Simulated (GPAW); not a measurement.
# CdTe (F-43m) in GPAW: further runs

The runs below take CdTe through gruneisen, equation of state, with WC, PBE, revPBE.

Program: GPAW 26.7.0. These are calculated values, not measurements. Logs are shortened: lines on timing, memory, paths and dates and some standing lists are left out, and cuts for length are marked. The log counts tension as positive stress, the text compression.

**The experiment to reproduce.**

A printed reference work, data compilation reports, for a bulk crystal of CdTe at 0 K: band gap 1.607 eV.

The runs below are set against these values where they give the same quantity.

### 1 The crystal as given

It takes space group F-43m (No. 216, cubic). Conventional cell: a = 6.410 Å, b = 6.410 Å, c = 6.410 Å, α = 90.00°, β = 90.00°, γ = 90.00°. Te (site symmetry -43m) is surrounded by 4 Cd at 2.78 Å. Cd (site symmetry -43m) has 4 Te at 2.78 Å as nearest neighbours.

### 2 Gruneisen, WC

File run.py:

```python
import json
import numpy as np
from ase import Atoms
from ase.constraints import FixSymmetry
from ase.filters import FrechetCellFilter
from ase.io import write
from ase.optimize import BFGS
from ase.spacegroup import crystal
from phonopy import Phonopy
from phonopy.structure.atoms import PhonopyAtoms
from gpaw import GPAW, PW, setup_paths

setup_paths.insert(0, '.')

# Te 4c
# Cd 4a
atoms = crystal(['Te', 'Cd'],
                basis=[[0.25, 0.25, 0.25],
                       [0.0, 0.0, 0.0]],
                spacegroup=216, setting=1,  # F-43m
                cellpar=[6.41, 6.41, 6.41, 90.0, 90.0, 90.0],
                primitive_cell=True)

calc = GPAW(mode=PW(600),
            xc='WC',
            kpts={'size': (5, 5, 5), 'gamma': True},
            occupations={'name': 'fermi-dirac', 'width': 0.05},
            nbands=18,
            convergence={'density': 1e-06, 'eigenstates': 1e-09},
            maxiter=150,
            txt='gpaw.txt')
atoms.calc = calc
atoms.set_constraint(FixSymmetry(atoms))
BFGS(FrechetCellFilter(atoms), trajectory='relax.traj', logfile='-').run(fmax=0.005, steps=40)
atoms.set_constraint()
energy = atoms.get_potential_energy()
forces = atoms.get_forces()
stress = atoms.get_stress()
calc.write('gs.gpw')
write('result.traj', atoms)
print('Cell:', atoms.cell.cellpar().round(4))
print(atoms.get_scaled_positions().round(5))

def force_constants(scale):
    unit = PhonopyAtoms(symbols=atoms.get_chemical_symbols(), cell=atoms.cell[:] * scale**(1 / 3),
                        scaled_positions=atoms.get_scaled_positions())
    ph = Phonopy(unit, supercell_matrix=np.diag([2, 2, 2]), primitive_matrix=np.eye(3), symprec=1e-4)
    ph.generate_displacements(distance=0.03)
    forces = []
    for i, sc in enumerate(ph.supercells_with_displacements):
        a = Atoms(sc.symbols, cell=sc.cell, scaled_positions=sc.scaled_positions, pbc=True)
        c = GPAW(mode=PW(510),
                 xc='WC',
                 kpts={'size': (3, 3, 3), 'gamma': True},
                 occupations={'name': 'fermi-dirac', 'width': 0.05},
                 nbands=101,
                 convergence={'density': 1e-06, 'eigenstates': 1e-09},
                 maxiter=150,
                 txt=f'disp-{scale:.3f}-{i:02d}.txt')
        a.calc = c
        f = a.get_forces()
        forces.append(f - f.mean(axis=0))
        print(f'displacement {i}: drift', f.mean(axis=0).round(5), flush=True)
    ph.forces = forces
    ph.produce_force_constants()
    ph.symmetrize_force_constants()
    return ph

qpoints = [[0.0, 0.0, 0.0], [0.0, 0.0, 0.5], [0.0, 0.5, 0.0], [0.0, 0.5, 0.5], [0.5, 0.0, 0.0], [0.5, 0.0, 0.5], [0.5, 0.5, 0.0], [0.5, 0.5, 0.5]]
results = {}
for scale in [0.99, 1.0, 1.01]:
    ph = force_constants(scale)
    ph.run_qpoints(qpoints)
    nu = ph.qpoints.frequencies * 33.35641  # THz to cm^-1
    results[f'{scale:.3f}'] = nu.tolist()
    for qp, f in zip(qpoints, nu):
        print(scale, np.round(qp, 4), f.round(2))

lo, mid, hi = (np.array(results[x]) for x in ('0.990', '1.000', '1.010'))
gamma = np.where(abs(mid) > 5, -(hi - lo) / (np.log(1.01 / 0.99) * np.where(abs(mid) > 5, mid, 1)), 0)
results['gamma'] = gamma.tolist()
print('Mode Grueneisen parameters:')
print(gamma.round(3))
json.dump(results, open('phonons.json', 'w'))
```

Potentials or basis: PAW data sets generated in the run's folder for this functional, pw.

The run is started by

```console
$ gpaw-setup -f WC Cd Te
$ OMP_NUM_THREADS=1 python run.py
```

gpaw.txt:

```text
__  _  _
 | _ |_)|_||  |
 |__||  | ||/\| - 26.7.0

Input parameters:
  mode=PW(ecut=600.0),
  convergence={'density': 1e-06, 'eigenstates': 1e-09},
  kpts=MonkhorstPack(size=(5, 5, 5), gamma=True),
  maxiter=150,
  nbands=18,
  occupations=Occupations(name='fermi-dirac', width=0.05),
  xc=XC(name='WC')

Diagonalizing LCAO Hamiltonian
Converting LCAO to pw mode

            Te

       Cd

Atoms  # Å, Bohr magnetons
|   | symbol |        x |        y |        z |    initial magnetic moments |
|---|--------|----------|----------|----------|-----------------------------|
| 0 |     Te | 1.602500 | 1.602500 | 1.602500 | ( 0.0000,  0.0000,  0.0000) |
| 1 |     Cd | 0.000000 | 0.000000 | 0.000000 | ( 0.0000,  0.0000,  0.0000) |

Unit cell  # Å
| periodic |        x |        y |        z |  lengths |    angles |
|----------|----------|----------|----------|----------|-----------|
|      yes | 0.000000 | 3.205000 | 3.205000 | 4.532554 | 60.000000 |
|      yes | 3.205000 | 0.000000 | 3.205000 | 4.532554 | 60.000000 |
|      yes | 3.205000 | 3.205000 | 0.000000 | 4.532554 | 60.000000 |

Number of symmetries: 24
Symmetry operations  # r_c * U_cc + t_c -> r_c
|    | kind |            matrix            |
|----|------|------------------------------|
|  0 |  E   |  1, 0, 0,  0, 1, 0,  0, 0, 1 |
|  1 |  σ   |  1, 0, 0,  0, 0, 1,  0, 1, 0 |
|  2 |  σ   |  1, 0,-1,  0, 1,-1,  0, 0,-1 |
|  3 |  C3  |  1, 0,-1,  0, 0,-1,  0, 1,-1 |
|  4 |  C3  |  1,-1, 0,  0,-1, 1,  0,-1, 0 |
|  5 |  σ   |  1,-1, 0,  0,-1, 0,  0,-1, 1 |
|  6 |  σ   |  0, 1, 0,  1, 0, 0,  0, 0, 1 |
|  7 |  C3  |  0, 1, 0,  0, 0, 1,  1, 0, 0 |
|  8 |  C2  |  0, 1,-1,  1, 0,-1,  0, 0,-1 |
|  9 |  S4  |  0, 1,-1,  0, 0,-1,  1, 0,-1 |
| 10 |  C3  |  0, 0, 1,  1, 0, 0,  0, 1, 0 |
| 11 |  σ   |  0, 0, 1,  0, 1, 0,  1, 0, 0 |
| 12 |  S4  |  0, 0,-1,  1, 0,-1,  0, 1,-1 |
| 13 |  C3  |  0, 0,-1,  0, 1,-1,  1, 0,-1 |
[... 140 lines left out ...]
SCF iterations
|iter     | |      energy | eigst |  dens |
|---------|-|-------------|-------|-------|
|iter:   1| |   -5.866302 | -0.36 |       |
|iter:   2| |   -5.821878 | -2.38 | -1.28 |
|iter:   3| |   -5.647499 | -1.75 | -1.32 |
|iter:   4| |   -5.644214 | -3.41 | -1.79 |
|iter:   5| |   -5.643439c| -3.82 | -2.26 |
|iter:   6| |   -5.643450c| -5.50 | -3.01 |
|iter:   7| |   -5.643452c| -6.83 | -3.60 |
|iter:   8| |   -5.643452c| -7.94 | -4.44 |
|iter:   9| |   -5.643452c| -9.23c| -5.21 |
|iter:  10| |   -5.643452c| -9.51c| -5.92 |
|iter:  11| |   -5.643452c| -9.98c| -6.37c|

Converged in 11 steps
Energy contributions relative to reference atoms: (reference = -336923.224001)

Energy contributions:
  Kinetic:          18.771562
  Coulomb:         -17.112496
  Zero:              0.240526
  External:          0.000000
  Xc:               -7.543036
  Entropy:          -0.000016
  Spinorbit:         0.000000
  ----------------------------
  Free energy:      -5.643461
  Extrapolated:     -5.643452
[... 31 lines left out ...]
Stress tensor  # eV/Ang^3
|         x |         y |         z |
|-----------|-----------|-----------|
| -0.008530 | -0.000000 |  0.000000 |
| -0.000000 | -0.008530 | -0.000000 |
|  0.000000 | -0.000000 | -0.008530 |

Forces  # eV/Ang
|        x |        y |        z |
|----------|----------|----------|
|  0.00000 | -0.00000 | -0.00000 |  # Te   0
| -0.00000 |  0.00000 |  0.00000 |  # Cd   1

Interpolating wave functions to new cell

            Te

       Cd

Atoms  # Å, Bohr magnetons
|   | symbol |         x |         y |         z |    initial magnetic moments |
|---|--------|-----------|-----------|-----------|-----------------------------|
| 0 |     Te |  1.605718 |  1.605718 |  1.605718 | ( 0.0000,  0.0000,  0.0000) |
| 1 |     Cd | -0.000000 | -0.000000 | -0.000000 | ( 0.0000,  0.0000,  0.0000) |

Unit cell  # Å
| periodic |         x |        y |        z |  lengths |    angles |
|----------|-----------|----------|----------|----------|-----------|
|      yes | -0.000000 | 3.211435 | 3.211435 | 4.541655 | 60.000000 |
|      yes |  3.211435 | 0.000000 | 3.211435 | 4.541655 | 60.000000 |
|      yes |  3.211435 | 3.211435 | 0.000000 | 4.541655 | 60.000000 |

Number of symmetries: 24
Symmetry operations  # r_c * U_cc + t_c -> r_c
|    | kind |            matrix            |
|----|------|------------------------------|
|  0 |  E   |  1, 0, 0,  0, 1, 0,  0, 0, 1 |
|  1 |  σ   |  1, 0, 0,  0, 0, 1,  0, 1, 0 |
|  2 |  σ   |  1, 0,-1,  0, 1,-1,  0, 0,-1 |
|  3 |  C3  |  1, 0,-1,  0, 0,-1,  0, 1,-1 |
|  4 |  C3  |  1,-1, 0,  0,-1, 1,  0,-1, 0 |
|  5 |  σ   |  1,-1, 0,  0,-1, 0,  0,-1, 1 |
|  6 |  σ   |  0, 1, 0,  1, 0, 0,  0, 0, 1 |
|  7 |  C3  |  0, 1, 0,  0, 0, 1,  1, 0, 0 |
|  8 |  C2  |  0, 1,-1,  1, 0,-1,  0, 0,-1 |
|  9 |  S4  |  0, 1,-1,  0, 0,-1,  1, 0,-1 |
| 10 |  C3  |  0, 0, 1,  1, 0, 0,  0, 1, 0 |
| 11 |  σ   |  0, 0, 1,  0, 1, 0,  1, 0, 0 |
| 12 |  S4  |  0, 0,-1,  1, 0,-1,  0, 1,-1 |
| 13 |  C3  |  0, 0,-1,  0, 1,-1,  1, 0,-1 |
[... 140 lines left out ...]
SCF iterations
|iter     | |      energy | eigst |  dens |
|---------|-|-------------|-------|-------|
|iter:   1| |   -5.649113 | -2.59 |       |
|iter:   2| |   -5.648652 | -5.00 | -2.29 |
|iter:   3| |   -5.646570c| -4.02 | -2.33 |
|iter:   4| |   -5.646519c| -5.24 | -3.06 |
|iter:   5| |   -5.646518c| -5.83 | -3.41 |
|iter:   6| |   -5.646518c| -7.32 | -4.17 |
|iter:   7| |   -5.646518c| -8.77 | -4.79 |
|iter:   8| |   -5.646518c| -9.55c| -5.19 |
|iter:   9| |   -5.646518c|-10.20c| -6.18c|

Converged in 9 steps
Energy contributions relative to reference atoms: (reference = -336923.224001)

Energy contributions:
  Kinetic:          18.281900
  Coulomb:         -16.712316
  Zero:              0.240853
  External:          0.000000
  Xc:               -7.456945
  Entropy:          -0.000019
  Spinorbit:         0.000000
  ----------------------------
  Free energy:      -5.646527
  Extrapolated:     -5.646518
[... 50 lines left out ...]
Atoms  # Å, Bohr magnetons
|   | symbol |         x |         y |         z |    initial magnetic moments |
|---|--------|-----------|-----------|-----------|-----------------------------|
| 0 |     Te |  1.618179 |  1.618179 |  1.618179 | ( 0.0000,  0.0000,  0.0000) |
| 1 |     Cd | -0.000000 | -0.000000 | -0.000000 | ( 0.0000,  0.0000,  0.0000) |

Unit cell  # Å
| periodic |        x |         y |         z |  lengths |    angles |
|----------|----------|-----------|-----------|----------|-----------|
|      yes | 0.000000 |  3.236358 |  3.236358 | 4.576902 | 60.000000 |
|      yes | 3.236358 | -0.000000 |  3.236358 | 4.576902 | 60.000000 |
|      yes | 3.236358 |  3.236358 | -0.000000 | 4.576902 | 60.000000 |

Number of symmetries: 24
Symmetry operations  # r_c * U_cc + t_c -> r_c
|    | kind |            matrix            |
|----|------|------------------------------|
|  0 |  E   |  1, 0, 0,  0, 1, 0,  0, 0, 1 |
|  1 |  σ   |  1, 0, 0,  0, 0, 1,  0, 1, 0 |
|  2 |  σ   |  1, 0,-1,  0, 1,-1,  0, 0,-1 |
|  3 |  C3  |  1, 0,-1,  0, 0,-1,  0, 1,-1 |
|  4 |  C3  |  1,-1, 0,  0,-1, 1,  0,-1, 0 |
|  5 |  σ   |  1,-1, 0,  0,-1, 0,  0,-1, 1 |
|  6 |  σ   |  0, 1, 0,  1, 0, 0,  0, 0, 1 |
|  7 |  C3  |  0, 1, 0,  0, 0, 1,  1, 0, 0 |
|  8 |  C2  |  0, 1,-1,  1, 0,-1,  0, 0,-1 |
|  9 |  S4  |  0, 1,-1,  0, 0,-1,  1, 0,-1 |
| 10 |  C3  |  0, 0, 1,  1, 0, 0,  0, 1, 0 |
| 11 |  σ   |  0, 0, 1,  0, 1, 0,  1, 0, 0 |
| 12 |  S4  |  0, 0,-1,  1, 0,-1,  0, 1,-1 |
| 13 |  C3  |  0, 0,-1,  0, 1,-1,  1, 0,-1 |
[... 140 lines left out ...]
SCF iterations
|iter     | |      energy | eigst |  dens |
|---------|-|-------------|-------|-------|
|iter:   1| |   -5.690250 | -1.43 |       |
|iter:   2| |   -5.683502 | -3.83 | -1.70 |
|iter:   3| |   -5.652705 | -2.85 | -1.74 |
|iter:   4| |   -5.651976 | -4.08 | -2.48 |
|iter:   5| |   -5.651951c| -4.67 | -2.83 |
|iter:   6| |   -5.651952c| -6.17 | -3.61 |
|iter:   7| |   -5.651952c| -7.55 | -4.20 |
|iter:   8| |   -5.651952c| -8.34 | -4.59 |
|iter:   9| |   -5.651952c| -9.32c| -5.57 |
|iter:  10| |   -5.651952c| -9.88c| -6.11c|

Converged in 10 steps
Energy contributions relative to reference atoms: (reference = -336923.224001)

Energy contributions:
  Kinetic:          16.471358
  Coulomb:         -15.232818
  Zero:              0.242031
  External:          0.000000
  Xc:               -7.132505
  Entropy:          -0.000034
  Spinorbit:         0.000000
  ----------------------------
  Free energy:      -5.651969
  Extrapolated:     -5.651952
[... 50 lines left out ...]
Atoms  # Å, Bohr magnetons
|   | symbol |         x |         y |         z |    initial magnetic moments |
|---|--------|-----------|-----------|-----------|-----------------------------|
| 0 |     Te |  1.618685 |  1.618685 |  1.618685 | ( 0.0000,  0.0000,  0.0000) |
| 1 |     Cd | -0.000000 | -0.000000 | -0.000000 | ( 0.0000,  0.0000,  0.0000) |

Unit cell  # Å
| periodic |        x |         y |         z |  lengths |    angles |
|----------|----------|-----------|-----------|----------|-----------|
|      yes | 0.000000 |  3.237370 |  3.237370 | 4.578332 | 60.000000 |
|      yes | 3.237370 | -0.000000 |  3.237370 | 4.578332 | 60.000000 |
|      yes | 3.237370 |  3.237370 | -0.000000 | 4.578332 | 60.000000 |

Number of symmetries: 24
Symmetry operations  # r_c * U_cc + t_c -> r_c
|    | kind |            matrix            |
|----|------|------------------------------|
|  0 |  E   |  1, 0, 0,  0, 1, 0,  0, 0, 1 |
|  1 |  σ   |  1, 0, 0,  0, 0, 1,  0, 1, 0 |
|  2 |  σ   |  1, 0,-1,  0, 1,-1,  0, 0,-1 |
|  3 |  C3  |  1, 0,-1,  0, 0,-1,  0, 1,-1 |
|  4 |  C3  |  1,-1, 0,  0,-1, 1,  0,-1, 0 |
|  5 |  σ   |  1,-1, 0,  0,-1, 0,  0,-1, 1 |
|  6 |  σ   |  0, 1, 0,  1, 0, 0,  0, 0, 1 |
|  7 |  C3  |  0, 1, 0,  0, 0, 1,  1, 0, 0 |
|  8 |  C2  |  0, 1,-1,  1, 0,-1,  0, 0,-1 |
|  9 |  S4  |  0, 1,-1,  0, 0,-1,  1, 0,-1 |
| 10 |  C3  |  0, 0, 1,  1, 0, 0,  0, 1, 0 |
| 11 |  σ   |  0, 0, 1,  0, 1, 0,  1, 0, 0 |
| 12 |  S4  |  0, 0,-1,  1, 0,-1,  0, 1,-1 |
| 13 |  C3  |  0, 0,-1,  0, 1,-1,  1, 0,-1 |
[... 140 lines left out ...]
SCF iterations
|iter     | |      energy | eigst |  dens |
|---------|-|-------------|-------|-------|
|iter:   1| |   -5.652034 | -4.00 |       |
|iter:   2| |   -5.652023 | -6.52 | -3.09 |
|iter:   3| |   -5.651972c| -5.62 | -3.13 |
|iter:   4| |   -5.651971c| -6.84 | -3.87 |
|iter:   5| |   -5.651971c| -7.43 | -4.21 |
|iter:   6| |   -5.651971c| -8.93 | -4.99 |
|iter:   7| |   -5.651971c| -9.64c| -5.58 |
|iter:   8| |   -5.651971c|-10.00c| -5.99 |
|iter:   9| |   -5.651971c|-10.58c| -7.02c|

Converged in 9 steps
Energy contributions relative to reference atoms: (reference = -336923.224001)

Energy contributions:
  Kinetic:          16.400601
  Coulomb:         -15.174992
  Zero:              0.242074
  External:          0.000000
  Xc:               -7.119637
  Entropy:          -0.000035
  Spinorbit:         0.000000
  ----------------------------
  Free energy:      -5.651988
  Extrapolated:     -5.651971
[... 38 lines left out ...]
Forces  # eV/Ang
|       x |        y |        z |
|---------|----------|----------|
| 0.00000 | -0.00000 | -0.00000 |  # Te   0
| 0.00000 |  0.00000 | -0.00000 |  # Cd   1

# Writing to gs.gpw (mode='')
```

Wall time 45 min (1 thread of Arm Neoverse V2, shared host); peak memory 1.3 GiB.

What came out:

| Quantity | Value |
| --- | --- |
| Free energy | -5.6520 eV |
| Relaxed volume | 33.93 Å³/atom |
| Relaxed cell | a = 4.578 Å, b = 4.578 Å, c = 4.578 Å, α = 60.00°, β = 60.00°, γ = 60.00° |
| Space group after relaxing (to 0.05 Å) | F-43m (No. 216) |
| Pressure after relaxing | 0.0 GPa |
| Band gap on the k mesh | 0.64 eV, direct |
| Highest phonon frequency, LO-TO splitting left out | 148 cm⁻¹ |

Final structure:
```
CELL_PARAMETERS angstrom
0.00000 3.23737 3.23737
3.23737 0.00000 3.23737
3.23737 3.23737 0.00000
ATOMIC_POSITIONS crystal
Te 0.25000 0.25000 0.25000
Cd 0.00000 0.00000 0.00000
```

Phonon frequencies in cm⁻¹ (negative: imaginary):
```tsv
q point	frequencies
(0.000, 0.000, 0.000)	0 0 0 142 142 142
(0.000, 0.000, 0.500)	28 28 107 144 145 145
(0.000, 0.500, 0.000)	28 28 107 144 145 145
(0.000, 0.500, 0.500)	34 34 128 129 148 148
(0.500, 0.000, 0.000)	28 28 107 144 145 145
(0.500, 0.000, 0.500)	34 34 128 129 148 148
(0.500, 0.500, 0.000)	34 34 128 129 148 148
(0.500, 0.500, 0.500)	28 28 107 144 145 145
```

Mode Grüneisen parameters of phonons at Γ, in order of frequency: 1.80, 1.80, 1.80

Caveat: the k mesh is coarse; the cutoff is short for stress and forces, so pressures can be off by a GPa or more; the density grid can change from cell to cell, which puts small steps into energies and stress; the LO-TO splitting is left out; spin-orbit coupling is left out, which moves the levels of the heavy elements.

### 3 Equation of state, PBE

File run.py:

```python
from ase import Atoms
from ase.eos import EquationOfState
from ase.io import Trajectory
from ase.units import GPa
from gpaw import GPAW

atoms = Atoms(['Te', 'Cd'],
              cell=[[0.0, 3.205, 3.205],
                    [3.205, 0.0, 3.205],
                    [3.205, 3.205, 0.0]],
              scaled_positions=[[0.75, 0.75, 0.75],
                                [0.0, 0.0, 0.0]],
              pbc=True)

traj = Trajectory('eos.traj', 'w')
volumes, energies = [], []
for x in [0.94, 0.96, 0.98, 1.0, 1.02, 1.04, 1.06]:
    a = atoms.copy()
    a.set_cell(atoms.cell * x**(1 / 3), scale_atoms=True)
    calc = GPAW(mode='lcao',
                h=0.18,
                basis='sz(dzp)',
                xc='PBE',
                kpts={'size': (6, 6, 6), 'gamma': True},
                occupations={'name': 'fermi-dirac', 'width': 0.05},
                convergence={'density': 1e-05, 'energy': 1e-05},
                maxiter=150,
                txt=f'eos-{x:.2f}.txt')
    a.calc = calc
    energies.append(a.get_potential_energy(force_consistent=True))
    volumes.append(a.get_volume())
    calc.write(f'eos-{x:.2f}.gpw')
    traj.write(a)
    print(f'{x:.2f} {volumes[-1]:10.4f} A^3 {energies[-1]:14.6f} eV', flush=True)

v0, e0, B = EquationOfState(volumes, energies, eos='birchmurnaghan').fit()
print(f'V0 = {v0:.4f} A^3, E0 = {e0:.6f} eV, B0 = {B / GPa:.2f} GPa')
```

Potentials or basis: GPAW PAW data sets (gpaw-data 1.2.1), lcao:sz(dzp).

The run is started by

```console
$ OMP_NUM_THREADS=1 python run.py
```

Run time: 2.7 min. Hardware: 1 thread of Intel Xeon at 2.50GHz (Skylake/Cascade Lake), shared host; peak memory 0.23 GiB.

These settings aren't checked as converged: the numbers below hold their error.

Results:

- Equilibrium volume: 36.89 Å³/atom (rough: see the caveat)
- Bulk modulus: 40 GPa (rough)

Caveat: the minimum lies outside the volumes run; the basis of atomic orbitals isn't converged, which shifts pressures, moduli and gaps.

### 4 Equation of state, revPBE

run.py: that of step 3 with these lines changed.

```diff
@@ -4,3 +4,3 @@
 from ase.units import GPa
-from gpaw import GPAW
+from gpaw import GPAW, PW
 
@@ -19,8 +19,7 @@
     a.set_cell(atoms.cell * x**(1 / 3), scale_atoms=True)
-    calc = GPAW(mode='lcao',
-                h=0.18,
-                basis='sz(dzp)',
-                xc='PBE',
+    calc = GPAW(mode=PW(600),
+                xc='revPBE',
                 kpts={'size': (6, 6, 6), 'gamma': True},
                 occupations={'name': 'fermi-dirac', 'width': 0.05},
+                nbands=18,
                 convergence={'density': 1e-05, 'energy': 1e-05},
@@ -31,5 +30,6 @@
     volumes.append(a.get_volume())
+    p = -a.get_stress()[:3].mean() / GPa
     calc.write(f'eos-{x:.2f}.gpw')
     traj.write(a)
-    print(f'{x:.2f} {volumes[-1]:10.4f} A^3 {energies[-1]:14.6f} eV', flush=True)
+    print(f'{x:.2f} {volumes[-1]:10.4f} A^3 {energies[-1]:14.6f} eV {p:9.3f} GPa', flush=True)
```

Potentials or basis: the program's PAW data sets (release 1.2.1) made for this functional, pw.

The run is started by

```console
$ OMP_NUM_THREADS=1 python run.py
```

Run time: 3.8 min. Hardware: 1 thread of Intel Xeon at 2.50GHz (Skylake/Cascade Lake), shared host; peak memory 0.26 GiB.

Results (log left out):

```yaml
Equilibrium_volume: "37.13 Å³/atom (rough: see the caveat)"
Bulk_modulus: 32 GPa (rough)
```

Energy against volume, from the lowest point:
```
volume (Å³/atom)  energy (meV/atom)
          30.947             130.76
          31.605              96.74
          32.263              68.31
          32.922              44.90
          33.580              26.00
          34.239              11.17
          34.897               0.00
```

Caveat: the minimum lies outside the volumes run. Spin-orbit coupling is left out, which matters for the levels of Te.

### 5 How close it comes

Step 2. A measured gap of CdTe is 1.607 eV (0 K; a printed reference work, data compilation); the calculated 0.64 eV misses it by -0.97 eV. Spin-orbit coupling on Cd, Te is left out. The value is that of WC, without temperature or zero-point motion. Semilocal functionals fall short of measured gaps as a rule.
